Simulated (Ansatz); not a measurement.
# 128-atom supercell of rocksalt KBr

Aim: the perfect cell at several levels of theory (PBEsol, HSE06 and r²SCAN), as the reference that defects and stacks are counted from.

Program: Ansatz 0.2.0, PAW, plane waves. These are calculated values, not measurements.

## Step 1: Starting point

128 atoms (64 Br, 64 K); a = 18.526 Å, b = 18.526 Å, c = 18.526 Å, α = 60.00°, β = 60.00°, γ = 60.00°.

Steps to follow: (2) PBEsol cell relaxation at the single k point (½, ½, ½), on 1 × NVIDIA GB300 with 8 threads of Arm Neoverse-V2; (3) HSE06 single point at the Γ point alone, on 1 × NVIDIA GB300 with 8 threads of Arm Neoverse-V2; (4) r²SCAN single point at the Γ point alone, on 1 × NVIDIA GB300 with 8 threads of Arm Neoverse-V2.

## Step 2: Relaxing cell and atoms with PBEsol

in.yaml reads:

```yaml
crystal:
  lattice:
    - [0.000000, 13.100000, 13.100000]
    - [13.100000, 0.000000, 13.100000]
    - [13.100000, 13.100000, 0.000000]
  atoms:
    - { symbol: Br, position: [0.375000, 0.125000, 0.125000] }
    - { symbol: Br, position: [0.875000, 0.125000, 0.125000] }
    - { symbol: Br, position: [0.125000, 0.375000, 0.375000] }
    - { symbol: Br, position: [0.375000, 0.625000, 0.125000] }
    - { symbol: Br, position: [0.375000, 0.125000, 0.625000] }
    - { symbol: Br, position: [0.625000, 0.375000, 0.375000] }
    - { symbol: Br, position: [0.875000, 0.625000, 0.125000] }
    - { symbol: Br, position: [0.875000, 0.125000, 0.625000] }
    - { symbol: Br, position: [0.125000, 0.875000, 0.375000] }
    - { symbol: Br, position: [0.125000, 0.375000, 0.875000] }
    - { symbol: Br, position: [0.375000, 0.625000, 0.625000] }
    - { symbol: Br, position: [0.625000, 0.875000, 0.375000] }
    - { symbol: Br, position: [0.625000, 0.375000, 0.875000] }
    - { symbol: Br, position: [0.875000, 0.625000, 0.625000] }
    - { symbol: Br, position: [0.125000, 0.875000, 0.875000] }
    - { symbol: Br, position: [0.625000, 0.875000, 0.875000] }
    - { symbol: Br, position: [0.125000, 0.375000, 0.125000] }
    - { symbol: Br, position: [0.375000, 0.125000, 0.375000] }
    - { symbol: Br, position: [0.625000, 0.375000, 0.125000] }
    - { symbol: Br, position: [0.875000, 0.125000, 0.375000] }
    - { symbol: Br, position: [0.125000, 0.875000, 0.125000] }
    - { symbol: Br, position: [0.125000, 0.375000, 0.625000] }
    - { symbol: Br, position: [0.375000, 0.625000, 0.375000] }
    - { symbol: Br, position: [0.625000, 0.875000, 0.125000] }
    - { symbol: Br, position: [0.375000, 0.125000, 0.875000] }
    - { symbol: Br, position: [0.625000, 0.375000, 0.625000] }
    - { symbol: Br, position: [0.875000, 0.625000, 0.375000] }
    - { symbol: Br, position: [0.875000, 0.125000, 0.875000] }
    - { symbol: Br, position: [0.125000, 0.875000, 0.625000] }
    - { symbol: Br, position: [0.375000, 0.625000, 0.875000] }
    - { symbol: Br, position: [0.625000, 0.875000, 0.625000] }
    - { symbol: Br, position: [0.875000, 0.625000, 0.875000] }
    - { symbol: Br, position: [0.125000, 0.125000, 0.375000] }
    - { symbol: Br, position: [0.375000, 0.375000, 0.125000] }
    - { symbol: Br, position: [0.625000, 0.125000, 0.375000] }
    - { symbol: Br, position: [0.875000, 0.375000, 0.125000] }
    - { symbol: Br, position: [0.125000, 0.625000, 0.375000] }
    - { symbol: Br, position: [0.375000, 0.875000, 0.125000] }
    - { symbol: Br, position: [0.125000, 0.125000, 0.875000] }
    - { symbol: Br, position: [0.375000, 0.375000, 0.625000] }
    - { symbol: Br, position: [0.625000, 0.625000, 0.375000] }
    - { symbol: Br, position: [0.875000, 0.875000, 0.125000] }
    - { symbol: Br, position: [0.625000, 0.125000, 0.875000] }
    - { symbol: Br, position: [0.875000, 0.375000, 0.625000] }
    - { symbol: Br, position: [0.125000, 0.625000, 0.875000] }
    - { symbol: Br, position: [0.375000, 0.875000, 0.625000] }
    - { symbol: Br, position: [0.625000, 0.625000, 0.875000] }
    - { symbol: Br, position: [0.875000, 0.875000, 0.625000] }
    - { symbol: Br, position: [0.125000, 0.125000, 0.125000] }
    - { symbol: Br, position: [0.625000, 0.125000, 0.125000] }
    - { symbol: Br, position: [0.125000, 0.625000, 0.125000] }
    - { symbol: Br, position: [0.125000, 0.125000, 0.625000] }
    - { symbol: Br, position: [0.375000, 0.375000, 0.375000] }
    - { symbol: Br, position: [0.625000, 0.625000, 0.125000] }
    - { symbol: Br, position: [0.625000, 0.125000, 0.625000] }
    - { symbol: Br, position: [0.875000, 0.375000, 0.375000] }
    - { symbol: Br, position: [0.125000, 0.625000, 0.625000] }
    - { symbol: Br, position: [0.375000, 0.875000, 0.375000] }
    - { symbol: Br, position: [0.375000, 0.375000, 0.875000] }
    - { symbol: Br, position: [0.625000, 0.625000, 0.625000] }
    - { symbol: Br, position: [0.875000, 0.875000, 0.375000] }
    - { symbol: Br, position: [0.875000, 0.375000, 0.875000] }
    - { symbol: Br, position: [0.375000, 0.875000, 0.875000] }
    - { symbol: Br, position: [0.875000, 0.875000, 0.875000] }
    - { symbol: K, position: [0.000000, 0.000000, 0.000000] }
    - { symbol: K, position: [0.500000, 0.000000, 0.000000] }
    - { symbol: K, position: [0.000000, 0.500000, 0.000000] }
    - { symbol: K, position: [0.000000, 0.000000, 0.500000] }
    - { symbol: K, position: [0.250000, 0.250000, 0.250000] }
    - { symbol: K, position: [0.500000, 0.500000, 0.000000] }
    - { symbol: K, position: [0.500000, 0.000000, 0.500000] }
    - { symbol: K, position: [0.750000, 0.250000, 0.250000] }
    - { symbol: K, position: [0.000000, 0.500000, 0.500000] }
    - { symbol: K, position: [0.250000, 0.750000, 0.250000] }
    - { symbol: K, position: [0.250000, 0.250000, 0.750000] }
    - { symbol: K, position: [0.500000, 0.500000, 0.500000] }
    - { symbol: K, position: [0.750000, 0.750000, 0.250000] }
    - { symbol: K, position: [0.750000, 0.250000, 0.750000] }
    - { symbol: K, position: [0.250000, 0.750000, 0.750000] }
    - { symbol: K, position: [0.750000, 0.750000, 0.750000] }
    - { symbol: K, position: [0.000000, 0.000000, 0.250000] }
    - { symbol: K, position: [0.250000, 0.250000, 0.000000] }
    - { symbol: K, position: [0.500000, 0.000000, 0.250000] }
    - { symbol: K, position: [0.750000, 0.250000, 0.000000] }
    - { symbol: K, position: [0.000000, 0.500000, 0.250000] }
    - { symbol: K, position: [0.250000, 0.750000, 0.000000] }
    - { symbol: K, position: [0.000000, 0.000000, 0.750000] }
    - { symbol: K, position: [0.250000, 0.250000, 0.500000] }
    - { symbol: K, position: [0.500000, 0.500000, 0.250000] }
    - { symbol: K, position: [0.750000, 0.750000, 0.000000] }
    - { symbol: K, position: [0.500000, 0.000000, 0.750000] }
    - { symbol: K, position: [0.750000, 0.250000, 0.500000] }
    - { symbol: K, position: [0.000000, 0.500000, 0.750000] }
    - { symbol: K, position: [0.250000, 0.750000, 0.500000] }
    - { symbol: K, position: [0.500000, 0.500000, 0.750000] }
    - { symbol: K, position: [0.750000, 0.750000, 0.500000] }
    - { symbol: K, position: [0.000000, 0.250000, 0.000000] }
    - { symbol: K, position: [0.250000, 0.000000, 0.250000] }
    - { symbol: K, position: [0.500000, 0.250000, 0.000000] }
    - { symbol: K, position: [0.750000, 0.000000, 0.250000] }
    - { symbol: K, position: [0.000000, 0.750000, 0.000000] }
    - { symbol: K, position: [0.000000, 0.250000, 0.500000] }
    - { symbol: K, position: [0.250000, 0.500000, 0.250000] }
    - { symbol: K, position: [0.500000, 0.750000, 0.000000] }
    - { symbol: K, position: [0.250000, 0.000000, 0.750000] }
    - { symbol: K, position: [0.500000, 0.250000, 0.500000] }
    - { symbol: K, position: [0.750000, 0.500000, 0.250000] }
    - { symbol: K, position: [0.750000, 0.000000, 0.750000] }
    - { symbol: K, position: [0.000000, 0.750000, 0.500000] }
    - { symbol: K, position: [0.250000, 0.500000, 0.750000] }
    - { symbol: K, position: [0.500000, 0.750000, 0.500000] }
    - { symbol: K, position: [0.750000, 0.500000, 0.750000] }
    - { symbol: K, position: [0.250000, 0.000000, 0.000000] }
    - { symbol: K, position: [0.750000, 0.000000, 0.000000] }
    - { symbol: K, position: [0.000000, 0.250000, 0.250000] }
    - { symbol: K, position: [0.250000, 0.500000, 0.000000] }
    - { symbol: K, position: [0.250000, 0.000000, 0.500000] }
    - { symbol: K, position: [0.500000, 0.250000, 0.250000] }
    - { symbol: K, position: [0.750000, 0.500000, 0.000000] }
    - { symbol: K, position: [0.750000, 0.000000, 0.500000] }
    - { symbol: K, position: [0.000000, 0.750000, 0.250000] }
    - { symbol: K, position: [0.000000, 0.250000, 0.750000] }
    - { symbol: K, position: [0.250000, 0.500000, 0.500000] }
    - { symbol: K, position: [0.500000, 0.750000, 0.250000] }
    - { symbol: K, position: [0.500000, 0.250000, 0.750000] }
    - { symbol: K, position: [0.750000, 0.500000, 0.500000] }
    - { symbol: K, position: [0.000000, 0.750000, 0.750000] }
    - { symbol: K, position: [0.500000, 0.750000, 0.750000] }
kpoints:
  mp_grid: { grid: [1, 1, 1], shift: [0.5, 0.5, 0.5] }
hamiltonian:
  xc: pbesol
scf:
  occupations: { method: fermi_dirac, width: 0.01 }
relax:
  f_tol: 0.03
  max_steps: 80
  escape_saddle: false
  adjacent_minimum: "off"
  cell: { fix: [shape] }
output:
  forces: true
  eigenvalues: true
  populations: true
```

After this run come: HSE06 on the final geometry; Single point with r²SCAN.

What does the calculation give? Wanted: for each run, top filled to lowest empty; energy; pressure.

The runs gave:

| level | time | k points | top filled to lowest empty (eV) | energy (eV/atom) | pressure (GPa) |
| --- | --- | --- | --- | --- | --- |
| PBEsol, relaxation | 8.3 s (GPU) | (½, ½, ½) | 4.80 | -2127.9921 | 0.00 |
| HSE06 | 3.3 min (GPU) | Γ | 5.67 | -2163.6985 | - |
| r²SCAN | 19 s (GPU) | Γ | 5.14 | -2169.6551 | - |

```
     quantity                                                                         value
   relaxation                                              2 recorded steps, 0.00 eV gained
largest shift                                                                        0.00 Å
 relaxed cell  a = 18.526 Å, b = 18.526 Å, c = 18.526 Å, α = 60.00°, β = 60.00°, γ = 60.00°
```

The atoms kept their fractional positions, and energy and volume hardly changed. At the same k points, r²SCAN gives a spacing 0.53 eV smaller than the 5.67 eV of HSE06. The relaxation ran on other k points, so part of any difference from the later rows can come from the mesh. The HSE06 single point took about 10 times as long as the r²SCAN one on the same kind of device. Spin–orbit coupling is left out, which matters for the band edges of the heavier elements here. With one k point the spacing samples only the states that fold onto it, so it can exceed the gap over the zone.
